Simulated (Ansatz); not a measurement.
Start of a relaxation, (001) slab as cut from the bulk (CuO, C2/c (No. 15), (0 0 1) face):

```
CELL_PARAMETERS angstrom
2.89411 0.00000 0.00000
0.01167 2.89409 0.00000
0.00000 0.00000 27.73006
ATOMIC_POSITIONS crystal
O 0.50002 0.50010 0.27046
Cu 0.50012 0.00012 0.31637
O 0.50021 0.50013 0.36228
Cu 0.00023 0.50023 0.40819
O 0.50025 0.50033 0.45409
Cu 0.50035 0.00035 0.50000
O 0.50045 0.50037 0.54591
Cu 0.00047 0.50047 0.59181
O 0.50048 0.50056 0.63772
Cu 0.50058 0.00058 0.68363
O 0.50068 0.50060 0.72954
```

All numbers below come from DFT PBEsol, scalar-relativistic, plane waves, PAW (Ansatz). Settings: cutoff 420 eV, Γ-centred mesh 12×12×1 on the computed 11-atom cell, Gaussian smearing of 0.10 eV; no spin polarisation. A dipole correction removes the field between periodic images along c.

All atoms are free. The cell is fixed. Force threshold 0.02 eV/Å.

(1) Where does it end?

Spin polarisation was left out, and a magnetic state may lie lower.

## Answers

(1) The energy falls by 0.427 eV in 5 steps, to:

```yaml
crystal:
  lattice:
    - [2.89411, 0.00000, 0.00000]
    - [0.01167, 2.89409, 0.00000]
    - [0.00000, 0.00000, 27.73006]
  atoms:
    - { symbol: O, position: [0.50004, 0.50023, 0.27693] }
    - { symbol: Cu, position: [0.50017, 0.00023, 0.31673] }
    - { symbol: O, position: [0.50027, 0.50023, 0.36250] }
    - { symbol: Cu, position: [0.00028, 0.50028, 0.40822] }
    - { symbol: O, position: [0.50028, 0.50035, 0.45407] }
    - { symbol: Cu, position: [0.50035, 0.00035, 0.50000] }
    - { symbol: O, position: [0.50041, 0.50035, 0.54593] }
    - { symbol: Cu, position: [0.00042, 0.50042, 0.59178] }
    - { symbol: O, position: [0.50042, 0.50047, 0.63750] }
    - { symbol: Cu, position: [0.50052, 0.00047, 0.68327] }
    - { symbol: O, position: [0.50066, 0.50047, 0.72307] }
```

Cost: 1 run of about 7.3 core-minutes, on Intel Xeon 6975P-C (Granite Rapids) (shared hosts).